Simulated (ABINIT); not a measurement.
# Pb (Fm-3m) in ABINIT: further runs

The runs below take Pb through equation of state, band structure, with WC, SOGGA.

Everything below comes from runs of ABINIT 10.8.3 (patched build). Logs are shortened: lines on timing, memory, paths and dates and some standing lists are left out, and cuts for length are marked. The log counts tension as positive stress, the text compression.

## (1) Starting point

It takes space group Fm-3m (No. 225, cubic). Conventional cell: a = 4.950 Å, b = 4.950 Å, c = 4.950 Å, α = 90.00°, β = 90.00°, γ = 90.00°. Pb (site symmetry m-3m) has 12 Pb at 3.50 Å as nearest neighbours.

## (2) Equation of state, WC

run.abi reads:

```
# Datasets: one volume each
ndtset 7
getwfk -1
scalecart1 3*0.9795861087
scalecart2 3*0.9864848297
scalecart3 3*0.9932883884
scalecart4 3*1.0000000000
scalecart5 3*1.0066227096
scalecart6 3*1.0131594038
scalecart7 3*1.0196128224

# Pseudopotentials
pp_dirpath "./"
pseudos "Pb.GGA_PBE-JTH.xml"

# Structure
acell 3*1.0 Angstrom
rprim
     0.0000000000     2.4750200000     2.4750200000
     2.4750200000     0.0000000000     2.4750200000
     2.4750200000     2.4750200000     0.0000000000
ntypat 1
znucl 82
natom 1
typat 1
xred
     0.0000000000     0.0000000000     0.0000000000

# Plane-wave basis
ecut 17.0
pawecutdg 34.0

# k points
kptopt 1
ngkpt 9 9 9
nshiftk 1
shiftk 0.0 0.0 0.0

# Exchange and correlation
ixc 23

# Bands and occupations
nband 11
occopt 3
tsmear 0.05 eV

# SCF cycle
nstep 100
tolvrs 1.0e-9

# Output
iomode 3
prtwf 1
prtden 0
prteig 0
prtebands 0
```

Potentials or basis: JTH PAW PBE v2.0.

Command:

```sh
$ abinit run.abi > log 2>&1
```

run.abo:

```text
.Version 10.8.3 of ABINIT
 DATASET    1 : space group Fm -3 m (#225); Bravais cF (face-center cubic)
================================================================================
 Values of the parameters that define the memory need for DATASET  1.
     intxc =       0    ionmov =       0      iscf =      17    lmnmax =      18
     lnmax =       6     mgfft =      27  mpssoang =       3    mqgrid =    3001
     natom =       1  nloc_mem =       2    nspden =       1   nspinor =       1
    nsppol =       1      nsym =      48    n1xccc =       1    ntypat =       1
    occopt =       3   xclevel =       2
       mpw =         652          nfft =       19683          nkpt =          35
 PAW method is used; the additional fine FFT grid is defined by:
   mgfftf=        36    nfftf =     46656
================================================================================
================================================================================
[... 71 lines left out ...]
 DATASET    7 : space group Fm -3 m (#225); Bravais cF (face-center cubic)
================================================================================
 Values of the parameters that define the memory need for DATASET  7.
     intxc =       0    ionmov =       0      iscf =      17    lmnmax =      18
     lnmax =       6     mgfft =      27  mpssoang =       3    mqgrid =    3001
     natom =       1  nloc_mem =       2    nspden =       1   nspinor =       1
    nsppol =       1      nsym =      48    n1xccc =       1    ntypat =       1
    occopt =       3   xclevel =       2
       mpw =         745          nfft =       19683          nkpt =          35
 PAW method is used; the additional fine FFT grid is defined by:
   mgfftf=        36    nfftf =     46656
================================================================================
================================================================================

--------------------------------------------------------------------------------
------------- Echo of variables that govern the present computation ------------
--------------------------------------------------------------------------------
 -outvars: echo values of preprocessed input variables --------
            acell      1.8897261259E+00  1.8897261259E+00  1.8897261259E+00 Bohr
              amu      2.07200000E+02
             ecut      1.70000000E+01 Hartree
           getwfk          -1
              ixc          23
           jdtset        1    2    3    4    5    6    7
         kptrlatt        9    0    0      0    9    0      0    0    9
          kptrlen1     5.83146543E+01
          kptrlen2     5.87253344E+01
          kptrlen3     5.91303495E+01
          kptrlen4     5.95298910E+01
          kptrlen5     5.99241402E+01
          kptrlen6     6.03132689E+01
          kptrlen7     6.06974402E+01
[... 30 lines left out ...]
            rprim6     0.0000000000E+00  2.5075897876E+00  2.5075897876E+00
                       2.5075897876E+00  0.0000000000E+00  2.5075897876E+00
                       2.5075897876E+00  2.5075897876E+00  0.0000000000E+00
            rprim7     0.0000000000E+00  2.5235621277E+00  2.5235621277E+00
                       2.5235621277E+00  0.0000000000E+00  2.5235621277E+00
                       2.5235621277E+00  2.5235621277E+00  0.0000000000E+00
          spgroup         225
           tolvrs      1.00000000E-09
           tsmear      1.83746611E-03 Hartree
            typat      1
           useylm           1
            znucl       82.00000

================================================================================

 chkinp: Checking input parameters for consistency, jdtset=   1.

 chkinp: Checking input parameters for consistency, jdtset=   2.
[... 40 lines left out ...]
 getcut: wavevector=  0.0000  0.0000  0.0000  ngfft=  36  36  36
         ecut(hartree)=     34.000   => boxcut(ratio)=   2.11672

--- Pseudopotential description ------------------------------------------------
- pspini: atom type   1  psp file is ./Pb.GGA_PBE-JTH.xml
 Pseudopotential format is: paw10
 basis_size (lnmax)=  6 (lmn_size= 18), orbitals=   0   0   1   1   2   2
 Spheres core radius: rc_sph= 2.40264019
 Shapefunction is BESSEL type: shapef(r,l)=aa(1,l)*jl(q(1,l)*r)+aa(2,l)*jl(q(2,l)*r)
 Radius for shape functions =  2.00872932
 Compensation charge density is not taken into account in XC energy/potential

   3.29629720E+02                                ecore*ucvol(ha*bohr**3)
--------------------------------------------------------------------------------

[... 1178 lines left out ...]
-Cartesian components of stress tensor (GPa)         [Pressure= -4.7004E+00 GPa]
- sigma(1 1)=  4.70035564E+00  sigma(3 2)=  0.00000000E+00
- sigma(2 2)=  4.70035564E+00  sigma(3 1)=  0.00000000E+00
- sigma(3 3)=  4.70035564E+00  sigma(2 1)=  0.00000000E+00

== END DATASET(S) ==============================================================
================================================================================

 -outvars: echo values of variables after computation  --------
            acell      1.8897261259E+00  1.8897261259E+00  1.8897261259E+00 Bohr
           etotal1    -6.1249747982E+01
           etotal2    -6.1250122041E+01
           etotal3    -6.1250255232E+01
           etotal4    -6.1250273725E+01
           etotal5    -6.1250159017E+01
           etotal6    -6.1249901947E+01
           etotal7    -6.1249568088E+01
            fcart1    -0.0000000000E+00 -0.0000000000E+00 -0.0000000000E+00
            fcart2    -0.0000000000E+00 -0.0000000000E+00 -0.0000000000E+00
            fcart3    -0.0000000000E+00 -0.0000000000E+00 -0.0000000000E+00
            fcart4    -0.0000000000E+00 -0.0000000000E+00 -0.0000000000E+00
            fcart5    -0.0000000000E+00 -0.0000000000E+00 -0.0000000000E+00
            fcart6    -0.0000000000E+00 -0.0000000000E+00 -0.0000000000E+00
            fcart7    -0.0000000000E+00 -0.0000000000E+00 -0.0000000000E+00
            rprim1     0.0000000000E+00  2.4244952108E+00  2.4244952108E+00
                       2.4244952108E+00  0.0000000000E+00  2.4244952108E+00
                       2.4244952108E+00  2.4244952108E+00  0.0000000000E+00
[... 17 lines left out ...]
                       2.5235621277E+00  2.5235621277E+00  0.0000000000E+00
           strten1    -2.9122130290E-05 -2.9122130290E-05 -2.9122130290E-05
                       0.0000000000E+00  0.0000000000E+00  0.0000000000E+00
           strten2     1.3147754723E-05  1.3147754723E-05  1.3147754723E-05
                       0.0000000000E+00  0.0000000000E+00  0.0000000000E+00
           strten3     5.0667634521E-05  5.0667634521E-05  5.0667634521E-05
                       0.0000000000E+00  0.0000000000E+00  0.0000000000E+00
           strten4     8.3461337116E-05  8.3461337116E-05  8.3461337116E-05
                       0.0000000000E+00  0.0000000000E+00  0.0000000000E+00
           strten5     1.1214084594E-04  1.1214084594E-04  1.1214084594E-04
                       0.0000000000E+00  0.0000000000E+00  0.0000000000E+00
           strten6     1.3737202497E-04  1.3737202497E-04  1.3737202497E-04
                       0.0000000000E+00  0.0000000000E+00  0.0000000000E+00
           strten7     1.5976184108E-04  1.5976184108E-04  1.5976184108E-04
                       0.0000000000E+00  0.0000000000E+00  0.0000000000E+00
 Calculation completed.
```

Wall time 41 s (1 thread of Arm Neoverse V2, shared host); peak memory 0.13 GiB.

Results:

| Quantity | Value |
| --- | --- |
| Equilibrium volume | 30.04 Å³/atom (rough: see the caveat) |
| Bulk modulus | 52 GPa (rough) |

Energy against volume, from the lowest point:
```tsv
volume (Å³/atom)	energy (meV/atom)
28.503	14.31
29.110	4.13
29.716	0.50
30.323	0.00
30.929	3.12
31.535	10.12
32.142	19.20
```

Caveat: the cutoff is too short for stress, so the log's stress isn't used; pressures at fixed basis lie under the slope of the energies; the fit is doubtful: noisy points or a state that changes with volume; the PAW data sets were made with another functional, which shifts forces and pressure a little. Spin-orbit coupling is left out, which matters for the levels of Pb.

## (3) Band structure, SOGGA

run.abi reads:

```
ndtset 2

pp_dirpath "./"
pseudos "Pb.GGA_PBE-JTH_sp.xml"

acell 3*1.0
rprim
     0.0000000000     4.6771099530     4.6771099530
     4.6771099530     0.0000000000     4.6771099530
     4.6771099530     4.6771099530     0.0000000000
ntypat 1
znucl 82
natom 1
typat 1
xred
     0.0000000000     0.0000000000     0.0000000000

ecut 408.170794 eV
pawecutdg 30.0

ixc -150130

occopt 3
tsmear 0.00183747

nstep 100

iomode 3
prtwf 0
prteig 0
prtebands 0
prtden1 1

kptopt1 1
ngkpt1 9 9 9
nshiftk1 1
shiftk1 0.0 0.0 0.0
nband1 6
tolvrs1 1.0e-9

iscf2 -2
getden2 1
nband2 10
nbdbuf2 2
tolwfr2 1.0e-12
kptopt2 -9
ndivsm2 6
prteig2 1
prtvol2 -3
kptbounds2
     0.0000000000     0.0000000000     0.0000000000
     0.5000000000     0.0000000000     0.5000000000
     0.5000000000     0.2500000000     0.7500000000
     0.3750000000     0.3750000000     0.7500000000
     0.0000000000     0.0000000000     0.0000000000
     0.5000000000     0.5000000000     0.5000000000
     0.6250000000     0.2500000000     0.6250000000
     0.5000000000     0.2500000000     0.7500000000
     0.5000000000     0.5000000000     0.5000000000
     0.3750000000     0.3750000000     0.7500000000
```

Potentials or basis: JTH PAW PBE v2.0 sp.

Command:

```sh
$ abinit run.abi > log 2>&1
```

It took 11 s on 1 thread of Arm Neoverse V2, shared host; peak memory 0.13 GiB.

It converged, with:

```
Free energy                                           : -100.7789 eV
Pressure                                              : -1.2 GPa
Band gap on the k mesh                                : none (metal or under the smearing width)
Valence electrons inside the program's atomic spheres : Pb 2.66 (radii [1.5418] Å)
```

Levels at the corners of the path, in eV from the Fermi level:
```csv
point,band 1,band 2,band 3,band 4,band 5,band 6,band 7
Γ,-11.59,7.72,7.72,7.72,9.13,9.13,9.13
X,-6.52,-3.14,2.33,2.33,5.24,6.21,10.67
W,-6.36,-1.25,-1.25,0.37,9.72,9.76,9.76
K,-6.57,-2.16,-1.13,3.24,6.23,9.53,10.53
Γ,-11.59,7.72,7.72,7.72,9.13,9.13,9.13
L,-7.99,-4.11,5.91,5.91,8.30,8.81,8.81
U,-6.57,-2.16,-1.13,3.24,6.23,9.53,10.53
W,-6.36,-1.25,-1.25,0.37,9.72,9.76,9.76
L,-7.99,-4.11,5.91,5.91,8.30,8.81,8.81
K,-6.57,-2.16,-1.13,3.24,6.23,9.53,10.53
```

Caveat: the PAW data sets were made with another functional, which shifts forces and pressure a little; spin-orbit coupling is left out, which moves the levels of the heavy elements; this set keeps more shells in the core, which shifts pressures and gaps.
